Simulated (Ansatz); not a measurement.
# Si (P6_3/mmc) in Ansatz: reference runs, part 2 of 2

Ansatz 0.2.0.

## (4) Single point, PBE, 18.92 Å³/atom (volume scaled by 0.94)

Contents of input.yaml:

```yaml
crystal:
  lattice:
    - [3.7531053624, 0.0, 0.0]
    - [-1.8765526812, 3.2502845869, 0.0]
    - [0.0, 0.0, 6.2033485431]
  atoms:
    - { symbol: Si, position: [0.6666666667, 0.3333333333, 0.9369905] }
    - { symbol: Si, position: [0.3333333333, 0.6666666667, 0.4369905] }
    - { symbol: Si, position: [0.6666666667, 0.3333333333, 0.5630095] }
    - { symbol: Si, position: [0.3333333333, 0.6666666667, 0.0630095] }
hamiltonian:
  xc: pbe
  pseudopotentials: { kind: paw }
kpoints:
  mp_grid: { grid: [8, 8, 4] }
scf:
  occupations: { method: fermi_dirac, width: 0.05 }
output:
  forces: true
  stress: true
  eigenvalues: true
```

Started as:

```bash
$ ansatz run input.yaml --threads 2 --pin off --max-ram 5120MiB --backend cpu --events-out ev --progress --plain --runs-dir out
```

It took 1.4 s on 2 threads of Intel Xeon at 2.70GHz, shared host; peak memory 0.35 GiB.

The run converged. Its results:

```
Free energy            : -2543.0486 eV
Pressure               : 8.1 GPa
Largest force          : 0.019 eV/Å
Band gap on the k mesh : 0.27 eV, indirect (least direct gap 1.19 eV)
```

## (5) Single point, PBE, 19.32 Å³/atom (volume scaled by 0.96)

input.yaml, as its differences from that of step 4:

```diff
@@ -2,5 +2,5 @@
   lattice:
-    - [3.7531053624, 0.0, 0.0]
-    - [-1.8765526812, 3.2502845869, 0.0]
-    - [0.0, 0.0, 6.2033485431]
+    - [3.7795365527, 0.0, 0.0]
+    - [-1.8897682764, 3.2731746692, 0.0]
+    - [0.0, 0.0, 6.2470355356]
   atoms:
```

Potentials or basis: Ansatz PAW.

Started as:

```bash
$ ansatz run input.yaml --threads 2 --pin off --max-ram 5120MiB --backend cpu --events-out ev --progress --plain --runs-dir out
```

Log:

```text
Warning: RAYON_NUM_THREADS=2 ignored (pool sized by the plan → 2); use --threads N
Engine: ansatz 0.2.0, x86_64-unknown-linux-gnu
Pseudopotentials: kind: paw
Pseudopotential: Si, paw, valence charge 4, recommended cutoff 420 eV (normal), Si.paw.azcp
Functional definition: PBE
  parameter kappa = 0.804
  parameter beta = 0.06672455060314922
  exchange = pbe_x(kappa = kappa, mu = beta*pi^2/3)
  correlation = pbe_c(beta = beta)
Crystal: 4 atoms, lattice volume = 77.283 Å³
Basis set: ecut = 420 eV, 1521 PW (Γ), exchange–correlation on 54×54×90 points (8 copies of the dense FFT grid, shifted against one another)
Bands: 12, of which v1, the nominal top of the filled ones, is band 8 counted from 1 (7 counted from 0)
Symmetry: 24 space group operations
Space group: P63/mmc (ITA 194), of the structure as read, at distance tolerance 4.3e-5 Å
k-points: 30 of 256
Non-local potential: Si, projectors of the file, l = 0: 2, l = 1: 2, l = 2: 2
PAW form: soft (Blöchl's): semilocal exchange-correlation on the pseudo side does not see the compensation charge
PAW one-centre angular grid: Si, 110 points (default); XC on 64 Gauss nodes
Initial density: superposition of atomic densities (neutral atoms: chi_scale 0, normalization atom), corrected by the library's trained network
Initial wavefunctions: pseudopotential atomic-orbital guess
Functional: x = pbe(κ = 0.804, μ = 0.2195149727645171), c = pbe(β = 0.06672455060314922)
SCF iter   1: F=—  HF=-2543.116516 eV  |F-HF|=—  |Δ(HF+E_count)|=         —  Δρ=1.17e-3  dr2=1.04e-3  ethr=1.77e-3  ⟨swp⟩=6.2  Hψ=2565  notcnv=0
preconditioner: auto → none  [insulator: Δε(μ)=0.330 eV  Ē_g=8.012 eV  σ=0.050 eV  W_gap=0.93  n_scr=10 (ndim 8)  ℏωp=16.9 eV  f_vac=0.000  D(μ)=0.03/eV (n_scr^D=0)  ε∞_Penn≈5.4]
SCF iter   2: F=—  HF=-2543.117385 eV  |F-HF|=—  |Δ(HF+E_count)|=   8.69e-4  Δρ=5.13e-4  dr2=1.48e-4  ethr=6.51e-6  ⟨swp⟩=2.2  Hψ=809  notcnv=0
SCF iter   3: F=—  HF=-2543.117638 eV  |F-HF|=—  |Δ(HF+E_count)|=   2.53e-4  Δρ=1.10e-4  dr2=5.87e-6  ethr=9.24e-7  ⟨swp⟩=2.0  Hψ=587  notcnv=0
SCF iter   4: F=—  HF=-2543.117653 eV  |F-HF|=—  |Δ(HF+E_count)|=   1.48e-5  Δρ=1.26e-5  dr2=1.20e-7  ethr=3.67e-8  ⟨swp⟩=2.1  Hψ=595  notcnv=0
iter 5 did not close the SCF: its close was put off for the readings that it lacked (scf_convergence_deferred on its scf_iter line)
SCF iter   5: F=-2543.117653 eV  HF=-2543.117653 eV  |F-HF|=6.68e-9  |Δ(HF+E_count)|=   4.68e-7  Δρ=1.91e-6  dr2=2.39e-9  ethr=7.49e-10  ⟨swp⟩=2.0  Hψ=598  notcnv=0
SCF iter   6: F=-2543.117653 eV  HF=-2543.117653 eV  |F-HF|=7.05e-11  |Δ(HF+E_count)|=   7.74e-9  Δρ=1.80e-7  dr2=1.85e-11  ethr=1.50e-11  ⟨swp⟩=2.0  Hψ=1165  notcnv=0
SCF 1 converged in 6 iterations: F = -2543.117653 eV  dr2 = 1.85e-11
SCF converged after 6 iterations
Free energy (F): -2543.117653 eV
Harris-Foulkes:  -2543.117653 eV  (|F-HF|=7.05e-11)
Internal energy: -2543.117318 eV  (E = F + TS)
E sigma→0 (E₀):  -2543.117486 eV
Entropy (-TS):   -0.000335 eV (-0.084 meV/atom)
Fermi energy:    7.034796 eV
--- Per-component energies (eV) ---
  E_band       = 23.048410
  E_kinetic    = 164.106733
  E_local      = -106.424564  (includes V_loc(G=0)·N_el)
  E_nonlocal   = 104.972073
  E_hartree    = 29.558418
  E_xc         = -221.927014
  E_vxc        = -188.515908  (∫ρ·V_xc dr)
  E_paw        = -2051.503584  (= ΣΔE_a)
  E_vpaw       = -10.206771  (= ΣTr[D̂ρ^β])
  E_aug_tail   = 0.000023  (compensation charges beyond the density's cutoff)
  E_ewald      = -461.899403
  E_smearing   = -0.000335  (= −TS)
  E_closure    = 0.000000  (closes the sum)
  Σ components = -2543.117653   (vs F -2543.117653, Δ=0.00e0)
--- Forces (eV/Å), atoms counted from 1 ---
  atom   1  Si     0.00000000     0.00000000    -0.00971538
  atom   2  Si    -0.00000000    -0.00000000    -0.00971538
  atom   3  Si     0.00000000     0.00000000     0.00971538
  atom   4  Si    -0.00000000    -0.00000000     0.00971538
  max |Σ_I F_I| component: 1.39e-17 eV/Å
--- Stress (GPa, compression-positive) ---
        5.646200       0.000000       0.000000
        0.000000       5.646200       0.000000
        0.000000       0.000000       5.686389
  P = ⅓ Tr σ = 5.6596 GPa (56.596 kbar)
--- Band table (eV; the first three rows and the last of 30) ---
  k-point 0: bands = ["-5.6157", "-3.2288", "-0.5498", "5.3029", "5.3029", "6.5091", "6.8852", "6.8852", "8.0192", "8.8567", "8.8567", "9.2725"]
  k-point 1: bands = ["-5.4072", "-3.8843", "0.4955", "4.9066", "5.4639", "5.4639", "6.5284", "6.5284", "8.2241", "9.1750", "9.1750", "9.4949"]
  k-point 2: bands = ["-4.7987", "-4.7987", "2.5500", "2.5500", "5.9167", "5.9167", "5.9167", "5.9167", "8.8000", "8.8000", "9.8524", "9.8524"]
  k-point 29: bands = ["-2.1733", "-2.1733", "-0.6024", "-0.6024", "2.4071", "2.4071", "4.7635", "4.7635", "8.4307", "8.4307", "10.6225", "10.6225"]
```

It took 5.2 s on 2 threads of Intel Xeon at 2.70GHz, shared host; peak memory 0.35 GiB.

What came out:

| Quantity | Value |
| --- | --- |
| Free energy | -2543.1177 eV |
| Pressure | 5.7 GPa |
| Largest force | 0.010 eV/Å |
| Band gap on the k mesh | 0.32 eV, indirect (least direct gap 1.13 eV) |

## (6) Single point, PBE, 19.72 Å³/atom (volume scaled by 0.98)

input.yaml, as its differences from that of step 5:

```diff
@@ -2,5 +2,5 @@
   lattice:
-    - [3.7795365527, 0.0, 0.0]
-    - [-1.8897682764, 3.2731746692, 0.0]
-    - [0.0, 0.0, 6.2470355356]
+    - [3.8056031457, 0.0, 0.0]
+    - [-1.9028015729, 3.295749001, 0.0]
+    - [0.0, 0.0, 6.2901199008]
   atoms:
```

Potentials or basis: Ansatz PAW.

Started as:

```bash
$ ansatz run input.yaml --threads 2 --pin off --max-ram 5120MiB --backend cpu --events-out ev --progress --plain --runs-dir out
```

Run time: 1.6 s. Hardware: 2 threads of Intel Xeon at 2.70GHz, shared host; peak memory 0.35 GiB.

Results (log left out):

```yaml
Free_energy: -2543.1632 eV
Pressure: 3.4 GPa
Band_gap_on_the_k_mesh: 0.37 eV, indirect (least direct gap 1.08 eV)
```

## (7) Single point, PBE, 20.13 Å³/atom

input.yaml, as its differences from that of step 6:

```diff
@@ -2,5 +2,5 @@
   lattice:
-    - [3.8056031457, 0.0, 0.0]
-    - [-1.9028015729, 3.295749001, 0.0]
-    - [0.0, 0.0, 6.2901199008]
+    - [3.8313174605, 0.0, 0.0]
+    - [-1.9156587303, 3.3180182508, 0.0]
+    - [0.0, 0.0, 6.3326220002]
   atoms:
```

Started as:

```bash
$ ansatz run input.yaml --threads 2 --pin off --max-ram 5120MiB --backend cpu --events-out ev --progress --plain --runs-dir out
```

Wall time 1.7 s (2 threads of Intel Xeon at 2.70GHz, shared host); peak memory 0.35 GiB.

Results (log left out):

| Quantity | Value |
| --- | --- |
| Free energy | -2543.1875 eV |
| Pressure | 1.4 GPa |
| Largest force | 0.007 eV/Å |
| Band gap on the k mesh | 0.42 eV, indirect (least direct gap 1.03 eV) |

## (8) Single point, PBE, 20.53 Å³/atom (volume scaled by 1.02)

input.yaml, as its differences from that of step 7:

```diff
@@ -2,5 +2,5 @@
   lattice:
-    - [3.8313174605, 0.0, 0.0]
-    - [-1.9156587303, 3.3180182508, 0.0]
-    - [0.0, 0.0, 6.3326220002]
+    - [3.8566911633, 0.0, 0.0]
+    - [-1.9283455817, 3.339992522, 0.0]
+    - [0.0, 0.0, 6.3745611165]
   atoms:
```

Started as:

```bash
$ ansatz run input.yaml --threads 2 --pin off --max-ram 5120MiB --backend cpu --events-out ev --progress --plain --runs-dir out
```

Run time: 3.7 s. Hardware: 2 threads of Intel Xeon at 2.70GHz, shared host; peak memory 0.36 GiB.

The run converged. Its results:

| Quantity | Value |
| --- | --- |
| Free energy | -2543.1928 eV |
| Pressure | -0.4 GPa |
| Largest force | 0.015 eV/Å |
| Band gap on the k mesh | 0.46 eV, indirect (least direct gap 0.98 eV) |

## (9) Single point, PBE, 20.93 Å³/atom (volume scaled by 1.04)

input.yaml, as its differences from that of step 8:

```diff
@@ -2,5 +2,5 @@
   lattice:
-    - [3.8566911633, 0.0, 0.0]
-    - [-1.9283455817, 3.339992522, 0.0]
-    - [0.0, 0.0, 6.3745611165]
+    - [3.8817353141, 0.0, 0.0]
+    - [-1.9408676571, 3.3616813928, 0.0]
+    - [0.0, 0.0, 6.4159555303]
   atoms:
```

Potentials or basis: Ansatz PAW.

Started as:

```bash
$ ansatz run input.yaml --threads 2 --pin off --max-ram 5120MiB --backend cpu --events-out ev --progress --plain --runs-dir out
```

Run time: 1.6 s. Hardware: 2 threads of Intel Xeon at 2.70GHz, shared host; peak memory 0.35 GiB.

The run converged. Its results:

```yaml
Free_energy: -2543.1808 eV
Pressure: -2.0 GPa
Largest_force: 0.022 eV/Å
Band_gap_on_the_k_mesh: 0.50 eV, indirect (least direct gap 0.93 eV)
```

## (10) Single point, PBE, 21.33 Å³/atom (volume scaled by 1.06)

input.yaml, as its differences from that of step 9:

```diff
@@ -2,5 +2,5 @@
   lattice:
-    - [3.8817353141, 0.0, 0.0]
-    - [-1.9408676571, 3.3616813928, 0.0]
-    - [0.0, 0.0, 6.4159555303]
+    - [3.9064604095, 0.0, 0.0]
+    - [-1.9532302048, 3.3830939535, 0.0]
+    - [0.0, 0.0, 6.456822591]
   atoms:
```

Started as:

```bash
$ ansatz run input.yaml --threads 2 --pin off --max-ram 5120MiB --backend cpu --events-out ev --progress --plain --runs-dir out
```

Wall time 1.9 s (2 threads of Intel Xeon at 2.70GHz, shared host); peak memory 0.35 GiB.

It converged, with:

```
Free energy            : -2543.1533 eV
Pressure               : -3.5 GPa
Largest force          : 0.028 eV/Å
Band gap on the k mesh : 0.53 eV, indirect (least direct gap 0.88 eV)
```

## (11) Equation of state, PBE

Potentials or basis: Ansatz PAW.

This step only gathers the single runs of the series.

Results:

* Equilibrium volume: 20.44 Å³/atom
* Bulk modulus at fixed shape and positions: 89 GPa
* Pressure derivative of the bulk modulus: 4.3

Energy against volume, from the lowest point:
```tsv
volume (Å³/atom)	energy (meV/atom)
18.918	36.04
19.321	18.78
19.723	7.40
20.126	1.31
20.528	0.00
20.931	2.99
21.333	9.86
```

Caveat: the cell was scaled at fixed shape and fractional positions, which overstates the stiffness of a crystal with free parameters, most of all of layers and chains.

## (12) The runs side by side

| task | cell | gap on the mesh (eV) | pressure (GPa) | largest force (eV/Å) |
| --- | --- | --- | --- | --- |
| single point | as given | 0.42 | 1.4 | 0.01 |
| single point | atoms moved at random, drawn with an rms of 0.05 Å | 0.06 | 1.6 | 0.99 |
| equation of state | as given | - | - | - |

Alike in all rows: level PBE; potentials or basis Ansatz PAW; no spin polarisation; k mesh 8 × 8 × 4; cutoff (eV) 420; smearing fermi-dirac 0.05 eV.

Caveats: the cell was scaled at fixed shape and fractional positions, which overstates the stiffness of a crystal with free parameters, most of all of layers and chains (some runs).

Absolute energies hang on the potentials; compare differences alone.
